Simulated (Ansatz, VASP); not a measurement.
**WC in VASP and in Ansatz**

Contents of INCAR:

```
SYSTEM = WC
PREC     = Accurate       ! precision mode
ENCUT    = 600            ! plane-wave cutoff, eV
EDIFF    = 1E-7           ! SCF threshold, eV
ISMEAR   = 0              ! smearing method
SIGMA    = 0.1            ! smearing width, eV
LREAL    = .False.        ! projectors in reciprocal space
LASPH    = .True.         ! aspherical terms in the spheres
NELM     = 80             ! most SCF steps
ALGO     = Normal         ! electronic algorithm
ISIF     = 4              ! what is computed and relaxed
LWAVE    = .False.        ! write WAVECAR
LCHARG   = .False.        ! write CHGCAR
GGA      = PE             ! functional
IBRION   = 2              ! ionic algorithm
NSW      = 50             ! ionic steps
EDIFFG   = -0.01          ! ionic threshold
```

File KPOINTS:

```
Automatic mesh
0
Gamma
  18 18 14
  0 0 0
```

File POSCAR:

```
WC
1.0
    2.9506083004      0.0000000000      0.0000000000
   -1.4753041502      2.5553017448      0.0000000000
    0.0000000000      0.0000000000      2.8752430703
W C
1 1
Direct
    0.0000000000      0.0000000000      0.0000000000
    0.6666666667      0.3333333333      0.5000000000
```

Input for Ansatz:

```yaml
crystal:
  lattice:
    - [2.9506083004, 0.0, 0.0]
    - [-1.4753041502, 2.5553017448, 0.0]
    - [0.0, 0.0, 2.8752430703]
  atoms:
    - { symbol: W, position: [0.0, 0.0, 0.0] }
    - { symbol: C, position: [0.6666666667, 0.3333333333, 0.5] }
basis:
  ecutwfc: 420
kpoints:
  mp_grid: { grid: [18, 18, 14] }
hamiltonian:
  xc: pbe
scf:
  occupations: { method: gaussian, width: 0.1 }
output:
  forces: true
  stress: true
  eigenvalues: true
relax:
  adjacent_minimum: "off"
  f_tol: 0.01
  max_steps: 30
  cell: { stress_tol: 0.1, fix: [volume] }
```

Alike in both runs: task relaxation of shape and atoms at fixed volume; functional PBE; k mesh 18 × 18 × 14; occupations gaussian, width 0.1 eV; no spin polarisation.

```csv
,VASP,Ansatz
version,VASP 6.6.1,Ansatz 0.2.0
potentials or method,"VASP PAW PBE potentials, release 64 (W_sv, C)","scalar-relativistic, plane waves, PAW"
plane-wave cutoff (eV),600,420
valence electrons in the cell,18,18
```

Ansatz gave:

| Quantity | Value |
| --- | --- |
| gap on the k mesh at the Fermi level, each at its own relaxed structure (eV) | none |
| relaxed volume (Å³/atom) | 10.84 |
| relaxed cell length with the largest relative difference (Å) | 2.870 |

Q: What did VASP give for the same quantities?

A: gap on the k mesh at the Fermi level, each at its own relaxed structure (eV): none; relaxed volume (Å³/atom): 10.84; relaxed cell length with the largest relative difference (Å): 2.871.

A gap of «none» marks a metal or a gap that the smearing closes.

The runs have no spin-orbit coupling, so splittings on W are missing.
